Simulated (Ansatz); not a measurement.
# Zn: which structure wins, scalar-relativistic

Which of fcc, bcc, hcp is lowest for Zn, scalar-relativistic? Methods of the runs shown: PAW and LAPW.

Computed with Ansatz 0.2.0 (DFT PBE, with the methods named in each step, unless a step's input says otherwise).

### Step 1. Starting point

Symmetry: Fm-3m, No. 225, cubic system. Conventional cell: a = 3.928 Å, b = 3.928 Å, c = 3.928 Å, α = 90.00°, β = 90.00°, γ = 90.00°. Around Zn (site symmetry m-3m) lie 12 Zn at 2.78 Å.

Coordinates:

```cif
data_structure
_symmetry_space_group_name_H-M 'Fm-3m'
_symmetry_Int_Tables_number 225
_cell_length_a 3.9282
_cell_length_b 3.9282
_cell_length_c 3.9282
_cell_angle_alpha 90.000
_cell_angle_beta 90.000
_cell_angle_gamma 90.000
_cell_volume 60.62
loop_
_atom_site_label
_atom_site_type_symbol
_atom_site_symmetry_multiplicity
_atom_site_Wyckoff_symbol
_atom_site_fract_x
_atom_site_fract_y
_atom_site_fract_z
_atom_site_occupancy
Zn1 Zn 4 a 0.00000 0.00000 0.00000 1
```

The file gives the conventional cell by its symmetry; the runs use the cell typed in the input.

### Step 2. Fcc relaxed, PAW

The input, input.yaml:

```yaml
crystal:
  lattice:
    - [0.0, 1.9641097993, 1.9641097993]
    - [1.9641097993, 0.0, 1.9641097993]
    - [1.9641097993, 1.9641097993, 0.0]
  atoms:
    - { symbol: Zn, position: [0.0, 0.0, 0.0] }
kpoints:
  mp_grid: { grid: [18, 18, 18] }
scf:
  occupations: { method: fermi_dirac, width: 0.05 }
hamiltonian:
  xc: pbe
  pseudopotentials: { kind: paw }
output:
  forces: true
  stress: true
relax:
  f_tol: 0.005
  max_steps: 40
  cell: {}
```

On the command line:

```console
$ ansatz run input.yaml --threads 1 --pin off --max-ram 3072MiB --backend cpu --events-out ev --progress --plain --runs-dir out
```

The runs that follow: Fcc relaxed, LAPW; Bcc relaxed, PAW; Bcc relaxed, LAPW; Hcp relaxed, PAW; Hcp relaxed, LAPW.

What does the calculation give? Wanted: lowest (for each run or level that gives them).

As calculated:

| quantity | value |
| --- | --- |
| lowest (LAPW) | hcp, 19.4 meV/atom under fcc |
| lowest (PAW) | hcp, 19.5 meV/atom under fcc |

**Reading.** By LAPW the order is hcp < fcc < bcc. By PAW the order is hcp < fcc < bcc. The methods agree on the lowest phase. Only these structures were tried, with electrons smeared by 0.05 eV and without vibrations, so the true ground state may be another. The k meshes differ between phases and weren't tested, which can move differences by some meV.
